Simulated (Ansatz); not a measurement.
A plane-wave DFT run in Ansatz 0.2.0 (scalar-relativistic PAW potentials unless the input names others): input and command.

```yaml
crystal:
  lattice:
    - [4.8795103512, 0.0, 0.0]
    - [0.0, 4.255386378, 0.0]
    - [0.0, 0.0, 6.0924387782]
  atoms:
    - { symbol: Ge, position: [0.8151594244, 0.75, 0.5880228802] }
    - { symbol: Ge, position: [0.1848405756, 0.25, 0.4119771198] }
    - { symbol: Ge, position: [0.6848405756, 0.25, 0.0880228802] }
    - { symbol: Ge, position: [0.3151594244, 0.75, 0.9119771198] }
    - { symbol: Pt, position: [0.9992434681, 0.75, 0.1911593673] }
    - { symbol: Pt, position: [0.0007565319, 0.25, 0.8088406327] }
    - { symbol: Pt, position: [0.5007565319, 0.25, 0.6911593673] }
    - { symbol: Pt, position: [0.4992434681, 0.75, 0.3088406327] }
basis:
  ecutwfc: 420
kpoints:
  mp_grid: { grid: [8, 10, 8] }
hamiltonian:
  xc: pbesol
scf:
  occupations: { method: tetrahedron_uncorrected }
  mixing: { preconditioner: ldos }
output:
  forces: true
  eigenvalues: true
  stress: true
```

```bash
ansatz run input.yaml --threads 2 --pin off --max-ram 5120MiB --backend cpu --events-out ev --progress --plain --runs-dir out
```

Abridged log:
```
Error: inconsistent input (scf.mixing.preconditioner, scf.occupations.method): ldos needs the smeared local DOS at the Fermi level to build its model. With no smearing kernel (method: fixed, a smearing width below the step floor, tetrahedron integration, or explicit occupations) the LDOS field is never tabulated. Use a smearing scheme with a finite width, or preconditioner: auto
```

Apart from outputs and empty bands, the input differs from a reference run on usual settings in scf.occupations.width: 0.15 → not typed; scf.occupations.method: "gaussian" → "tetrahedron_uncorrected"; scf.mixing.preconditioner: not typed → "ldos". The reference, at the same geometry (not necessarily relaxed), gave pressure 16.29 GPa, largest force 2.078 eV/Å, no gap on the mesh. The program refused this input.